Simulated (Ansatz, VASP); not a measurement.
**RbBr: VASP beside Ansatz**

```xyz
2
Lattice="4.1261 0.0000 0.0000 0.0000 4.1261 0.0000 0.0000 0.0000 4.1261" Properties=species:S:1:pos:R:3 pbc="T T T"
Rb    0.0000    0.0000    0.0000
Br    2.0630    2.0630    2.0630
```

The cell comes from a database or a generator and needn't be the stable form of this composition.

Alike in both runs: task single point; functional PBEsol; k mesh 8 × 8 × 8; occupations gaussian, width 0.05 eV; no spin polarisation.

```csv
,VASP,Ansatz
version,VASP 6.6.1,Ansatz 0.2.0
potentials or method,"VASP PAW PBE potentials, release 64 (Rb_sv, Br)","scalar-relativistic, plane waves, PAW"
plane-wave cutoff (eV),520,420
valence electrons in the cell,16,16
```

Ansatz gave:

| Quantity | Value |
| --- | --- |
| gap on the k mesh at the Fermi level (eV) | 3.91 |
| pressure (GPa) | -0.6 |

Question: Estimate VASP's values.

Answer: gap on the k mesh at the Fermi level (eV): 3.90; pressure (GPa): -0.6.

Caveats: the PAW data sets were made with another functional, which shifts forces and pressure a little (VASP). Expect the measured gap to be larger: semilocal functionals such as PBEsol lack the derivative discontinuity. A k mesh can miss the band edges.
